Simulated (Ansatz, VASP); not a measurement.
MgO in VASP and in Ansatz

```
Mg O
1.0
     0.00000    2.13515    2.13515
     2.21522    0.00000    2.13515
     2.21522    2.13515    0.00000
Mg O
1 1
Cartesian
  0.0000 0.0000 0.0000
  2.2152 2.1351 2.1351
```

Change from the starting cell: strain +0.0375 x Voigt [1, 0, 0, 0, 0, 0], atoms carried along.

Alike in both runs: task single point; functional r2SCAN; k mesh 10 × 10 × 10; occupations gaussian, width 0.05 eV; no spin polarisation.

```csv
,VASP,Ansatz
version,VASP 6.6.1,Ansatz 0.2.0
potentials or method,"VASP PAW PBE potentials, release 64 (Mg, O)","scalar-relativistic, plane waves, PAW"
plane-wave cutoff (eV),520,500
valence electrons in the cell,8,16
```

|  | VASP | Ansatz | Ansatz less VASP |
| --- | --- | --- | --- |
| gap on the k mesh at the Fermi level (eV) | 4.79 | 4.82 | +0.026 |
| least direct gap on the mesh (eV) | 4.79 | 4.82 | +0.026 |
| pressure (GPa) | -12.4 | -11.4 | +1.07 |
| largest component of the traceless stress (GPa) | 2.81 | 2.87 | +0.060 |

The functional is the same, so the differences come from potentials, cutoffs and numerics. The two sets of potentials don't hold the same shells in valence.

Caveats: the PAW data sets were made with another functional, which shifts forces and pressure a little (VASP).
